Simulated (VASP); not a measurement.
Write the native input for VASP 6.6.1 that does the following.

```yaml
Task: single point
Functional: PBEsol
Potentials_or_basis: VASP PAW PBE potentials, release 64 (Be)
Cutoff: 520 eV
k_mesh: 15 × 15 × 15
Occupations: fermi-dirac, width 0.1 eV
Spin: no spin polarisation
Dipole_correction: no
Further_INCAR_settings: ALGO = Normal; EDIFF = 1e-06; NBANDS = 7
```

The structure of Be lies in POSCAR:

```
Be
1.0
    2.1652747306      0.0000000000      0.0000000000
    0.0000000000      2.1652747306      0.0000000000
    0.0000000000      0.0000000000      2.1652747306
Be
1
Direct
    0.0000000000      0.0000000000      0.0000000000
```

The cell was built by a generator and needn't be a form met in nature.

These files were run (other wordings do the same):

INCAR

```
SYSTEM = Be
ALGO = Normal
EDIFF = 1E-6
ENCUT = 520
GGA = PS
ISIF = 2
ISMEAR = -1
LASPH = .True.
LCHARG = .False.
LREAL = .False.
LWAVE = .False.
NBANDS = 7
NELM = 100
PREC = Accurate
SIGMA = 0.1
```

KPOINTS

```
k-points
0
Gamma
  15 15 15
  0 0 0
```

Potentials or basis: VASP PAW PBE potentials, release 64 (Be).

Run with:

```sh
$ cat potpaw_PBE.64/Be/POTCAR > POTCAR
$ mpirun -np 1 vasp_std > vasp.out
```

Results of the run:

- Pressure: 0.2 GPa
- Band gap on the k mesh: none (metal or under the smearing width)

Caveat: the PAW data sets were made with another functional, which shifts forces and pressure a little.

Wall time 2.3 s on 1 thread of Intel(R) Xeon(R) Platinum 8488C (Sapphire Rapids), with other jobs on the host, peak memory 0.11 GiB.
